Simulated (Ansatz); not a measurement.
**Band table of Sb (omega type)**

```xyz
3
Lattice="5.4563 0.0000 0.0000 -2.7282 4.7253 0.0000 0.0000 0.0000 3.2142" Properties=species:S:1:pos:R:3 pbc="T T T"
Sb    0.0000    0.0000    0.0000
Sb    0.0000    3.1502    1.6071
Sb    2.7282    1.5751    1.6071
```

The cell comes from a relaxation on PAW files under the same functional, begun from a prototype that needn't be the stable phase.

Level of theory: DFT with PBE, scalar-relativistic, in Ansatz 0.2.0; a Γ-centred 7×7×9 k mesh, Fermi–Dirac smearing of 0.1 eV, no spin polarisation. LAPW: all electrons, basis error target 1 meV/atom.

Spin–orbit coupling is left out, which matters for the heavy atoms.

Path points, in fractions of the reciprocal vectors: Γ (0.000, 0.000, 0.000), M (0.500, 0.000, 0.000), K (0.333, 0.333, 0.000), A (0.000, 0.000, 0.500), L (0.500, 0.000, 0.500), H (0.333, 0.333, 0.500). Levels in eV from the Fermi level; bands 28 to 40, counted from the lowest band of the run. The gap is zero, the pressure 0.00 GPa.

```
# k(1/Å) point b28 b29 b30 b31 b32 b33 b34 b35 b36 b37 b38 b39 b40
0.000 Γ -12.73 -8.35 -8.14 -3.91 -3.91 -3.66 -3.66 1.81 5.07 5.07 5.70 5.71 5.80
0.095 - -12.69 -8.42 -8.23 -4.26 -4.14 -3.24 -3.15 1.85 4.76 4.97 5.64 5.66 5.83
0.190 - -12.59 -8.65 -8.43 -4.65 -4.13 -2.66 -2.33 1.95 4.00 4.68 5.45 5.54 5.92
0.285 - -12.42 -9.07 -8.62 -4.97 -3.84 -2.02 -1.37 2.12 3.03 4.18 5.13 5.39 6.08
0.380 - -12.19 -9.59 -8.78 -5.23 -3.33 -1.32 -0.34 1.99 2.36 3.52 4.73 5.25 6.29
0.475 - -11.89 -10.12 -8.90 -5.41 -2.67 -0.57 0.65 0.97 2.66 2.74 4.29 5.13 6.56
0.570 - -11.53 -10.63 -8.97 -5.52 -1.90 -0.07 0.22 1.57 1.92 3.01 3.84 5.06 6.64
0.665 M -11.15 -11.06 -8.99 -5.56 -1.13 -0.92 0.89 1.24 1.95 3.40 3.41 5.03 6.27
0.720 - -11.14 -11.05 -9.05 -5.48 -1.22 -1.00 0.98 1.32 1.97 3.41 3.42 5.00 6.28
0.775 - -11.11 -11.02 -9.22 -5.25 -1.44 -1.21 1.22 1.54 2.02 3.44 3.45 4.90 6.31
0.829 - -11.06 -10.97 -9.45 -4.90 -1.73 -1.50 1.53 1.80 2.13 3.49 3.50 4.75 6.36
0.884 - -10.98 -10.89 -9.72 -4.48 -2.04 -1.81 1.84 1.99 2.35 3.55 3.56 4.56 6.43
0.939 - -10.89 -10.80 -10.01 -4.00 -2.36 -2.13 2.12 2.12 2.61 3.63 3.64 4.34 6.51
0.994 - -10.77 -10.70 -10.30 -3.48 -2.65 -2.45 2.24 2.30 2.80 3.73 3.74 4.10 6.60
1.049 K -10.63 -10.63 -10.52 -3.11 -2.75 -2.75 2.33 2.33 2.87 3.85 3.85 3.86 6.63
1.158 - -11.14 -10.30 -10.25 -3.55 -3.30 -1.63 1.86 2.04 2.93 3.37 4.12 4.13 6.87
1.268 - -11.62 -9.91 -9.88 -3.99 -3.76 -0.32 0.93 1.06 2.92 3.28 4.44 4.45 6.80
1.378 - -12.01 -9.47 -9.46 -4.32 -4.11 -0.16 -0.08 1.04 2.54 3.72 4.79 4.79 6.45
1.487 - -12.32 -9.06 -9.00 -4.50 -4.33 -1.23 -1.20 2.22 2.39 4.19 5.13 5.13 6.17
1.597 - -12.55 -8.70 -8.57 -4.49 -4.38 -2.23 -2.22 2.00 3.66 4.62 5.42 5.43 5.96
1.707 - -12.68 -8.44 -8.26 -4.27 -4.22 -3.10 -3.08 1.86 4.66 4.95 5.63 5.63 5.84
1.816 Γ -12.73 -8.35 -8.14 -3.91 -3.91 -3.66 -3.66 1.81 5.07 5.07 5.70 5.71 5.80
1.956 - -12.65 -8.29 -8.07 -3.85 -3.85 -3.58 -3.58 0.99 5.01 5.01 5.04 5.04 6.76
2.096 - -12.44 -8.15 -7.87 -3.66 -3.66 -3.35 -3.35 -0.51 3.61 3.63 4.76 4.76 8.21
2.235 - -12.08 -7.94 -7.54 -3.35 -3.35 -2.97 -2.97 -1.99 2.01 2.06 4.16 4.16 6.71
2.375 - -11.58 -7.76 -7.08 -3.21 -2.97 -2.97 -2.45 -2.45 0.47 0.56 3.24 3.24 5.38
2.515 - -10.98 -7.81 -6.55 -3.90 -2.55 -2.55 -1.80 -1.80 -0.94 -0.76 2.18 2.18 4.29
2.654 - -10.32 -8.22 -6.05 -3.89 -2.19 -2.19 -2.14 -1.74 -1.05 -1.05 1.16 1.16 3.52
2.794 A -9.93 -8.57 -5.81 -3.54 -2.86 -2.14 -2.05 -2.05 -0.52 -0.52 0.52 0.52 3.24
2.889 - -9.90 -8.55 -5.91 -3.63 -2.95 -2.20 -2.11 -1.96 -0.55 -0.41 0.64 0.74 3.33
2.984 - -9.81 -8.48 -6.19 -3.87 -3.23 -2.39 -2.26 -1.64 -0.63 -0.11 0.96 1.31 3.60
3.079 - -9.66 -8.38 -6.56 -4.19 -3.56 -2.63 -2.43 -1.14 -0.73 0.35 1.43 2.02 4.01
3.174 - -9.46 -8.26 -6.98 -4.51 -3.86 -2.88 -2.60 -0.84 -0.51 0.88 1.98 2.68 4.53
3.269 - -9.22 -8.14 -7.40 -4.79 -4.09 -3.07 -2.73 -0.92 0.19 1.42 2.56 2.99 5.14
3.364 - -8.98 -8.05 -7.75 -4.99 -4.22 -3.19 -2.81 -0.98 0.86 1.86 2.81 3.07 5.78
3.459 L -8.85 -8.01 -7.92 -5.07 -4.27 -3.23 -2.84 -1.00 1.22 2.04 2.57 3.29 6.17
3.513 - -8.84 -8.01 -7.93 -5.06 -4.36 -3.30 -2.71 -0.91 1.18 2.00 2.42 3.44 5.77
3.568 - -8.81 -8.00 -7.94 -5.02 -4.57 -3.46 -2.40 -0.69 1.07 1.91 2.12 3.73 5.39
3.623 - -8.76 -7.98 -7.98 -4.97 -4.79 -3.68 -1.98 -0.38 0.91 1.77 1.79 4.03 5.05
3.678 - -8.69 -8.03 -7.97 -4.99 -4.89 -3.92 -1.53 -0.03 0.71 1.45 1.59 4.31 4.75
3.733 - -8.59 -8.11 -7.95 -5.14 -4.79 -4.15 -1.06 0.33 0.51 1.12 1.38 4.51 4.54
3.788 - -8.48 -8.22 -7.94 -5.23 -4.67 -4.36 -0.65 0.38 0.67 0.81 1.16 4.34 4.70
3.842 H -8.35 -8.35 -7.93 -5.26 -4.53 -4.53 -0.48 0.50 0.50 0.94 0.94 4.28 4.76
3.952 - -8.66 -8.03 -7.96 -5.15 -4.74 -4.19 -0.78 -0.06 0.49 1.17 1.40 4.48 4.53
4.062 - -9.00 -8.05 -7.64 -4.86 -4.75 -3.78 -1.21 -0.56 0.10 1.04 2.30 3.72 5.01
4.171 - -9.31 -8.18 -7.20 -4.59 -4.43 -3.34 -1.58 -1.00 -0.23 0.72 2.65 2.78 4.89
4.281 - -9.58 -8.33 -6.74 -4.30 -3.92 -2.88 -1.88 -1.38 -0.45 0.33 1.88 2.23 4.29
4.391 - -9.77 -8.46 -6.29 -3.96 -3.39 -2.49 -2.07 -1.70 -0.56 -0.06 1.15 1.48 3.73
4.500 - -9.89 -8.54 -5.95 -3.66 -2.99 -2.22 -2.10 -1.95 -0.55 -0.39 0.68 0.81 3.37
4.610 A -9.93 -8.57 -5.81 -3.54 -2.86 -2.14 -2.05 -2.05 -0.52 -0.52 0.52 0.52 3.24
```
